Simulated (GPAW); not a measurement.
TePb:

```
CELL_PARAMETERS angstrom
4.00229 0.00000 0.00000
0.00000 4.00229 0.00000
0.00000 0.00000 4.00229
ATOMIC_POSITIONS crystal
Pb 0.00000 0.00000 0.00000
Te 0.50000 0.50000 0.50000
```

Measurements of this composition are mostly on another form, of space group No. 225.

* Program: GPAW 26.7.0
* Task: relaxation of cell and atoms
* Functional: RPBE
* Dispersion: D4
* Potentials or basis: the program's PAW data sets (release 1.2.1) made for this functional
* Cutoff: 600 eV
* Basis: pw
* k mesh: 7 × 7 × 7
* Occupations: fermi-dirac, width 0.05 eV
* Spin: no spin polarisation

At the start: pressure 7.3 GPa; volume 32.05 Å³/atom.

Question: How do energy, volume and symmetry change on relaxing?

Answer: Over 7 steps the energy falls by 8.5 meV/atom and the volume is 32.44 Å³/atom (+1.2 %); space group Pm-3m (No. 221, to 0.05 Å).

Step by step:
```
step  energy change (eV)  largest force (eV/Å)  pressure (GPa)  volume (Å³)
   1              0.0000                0.0000            7.32        64.11
   2             -0.0003                0.0000           -3.28        66.15
   3             -0.0119                0.0000           -2.39        65.50
   4              0.0139                0.0000            8.95        63.84
   5             -0.0160                0.0000           -1.28        65.14
   6             -0.0169                0.0000           -0.47        64.97
   7             -0.0169                0.0000            0.11        64.88
```

Final structure:
```xyz
2
Lattice="4.0182 0.0000 0.0000 0.0000 4.0182 0.0000 0.0000 0.0000 4.0182" Properties=species:S:1:pos:R:3 pbc="T T T"
Pb    0.0000    0.0000    0.0000
Te    2.0091    2.0091    2.0091
```

Caveat: later steps reuse the first step's grids; pairwise dispersion overbinds metals, which lowers pressure and volume.
